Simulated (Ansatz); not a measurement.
Structure: ZnSe, NiAs type, at its r2SCAN minimum. Space group P6_3/mmc (No. 194), hexagonal; conventional cell a = 3.780 Å, c = 6.132 Å, 18.97 Å³ an atom. Around Zn lie 6 Se at 2.67 Å; around Se lie 6 Zn at 2.67 Å.

```cif
data_structure
_symmetry_space_group_name_H-M 'P 1'
_symmetry_Int_Tables_number 1
_cell_length_a 3.7797
_cell_length_b 3.7797
_cell_length_c 6.1319
_cell_angle_alpha 90.000
_cell_angle_beta 90.000
_cell_angle_gamma 120.000
_cell_volume 75.86
loop_
_atom_site_label
_atom_site_type_symbol
_atom_site_fract_x
_atom_site_fract_y
_atom_site_fract_z
_atom_site_occupancy
Zn1 Zn 0.00000 0.00000 0.00000 1
Zn2 Zn 0.00000 0.00000 0.50000 1
Se1 Se 0.33333 0.66667 0.25000 1
Se2 Se 0.66667 0.33333 0.75000 1
```

The questions ask for values computed with the PAW code Ansatz on this geometry. (Calculated; non-magnetic; the phase may be known or hypothetical.)

Given (12×12×4 mesh): With r2SCAN the bands overlap by 0.01 eV (counted from 1, band 28 peaks at Γ–M (0.40 of the way from Γ) and band 29 bottoms out at K): no gap.

Q: What does LDA give for the gap (12×12×4 mesh)?

A: LDA gives no gap: the lowest nominally empty band dips 0.58 eV below the top of the last filled one (its bottom at K, the top at Γ–M (0.40 of the way from Γ)), so the cell is a metal or semimetal at this level.

Q: What does PBE+SOC give for the gap (12×12×4 mesh)?

A: PBE+SOC gives no gap: the lowest nominally empty band dips 0.44 eV below the top of the last filled one (its bottom at K, the top at Γ–M (0.33 of the way from Γ)), so the cell is a metal or semimetal at this level. Spin-orbit coupling itself accounts for -0.019 eV.

Q: Roughly how does the cost of the LDA run (12×12×4) compare with r2SCAN's (12×12×4)?

A: About 0.5 times as much (18 core-seconds against 40 core-seconds, on 2 threads of Arm Neoverse N1 (shared host)).

Only the levels marked +SOC include spin-orbit coupling.

Where an edge lies off the special points, it is a point of the mesh or the k point where a search put PBE's edge or least direct gap, reused for the other functionals, whose own edges may lie a little apart.

Run but not listed, since they were read on a mesh alone, on too coarse a mesh, or into states of the vacuum: HSE06+SOC.
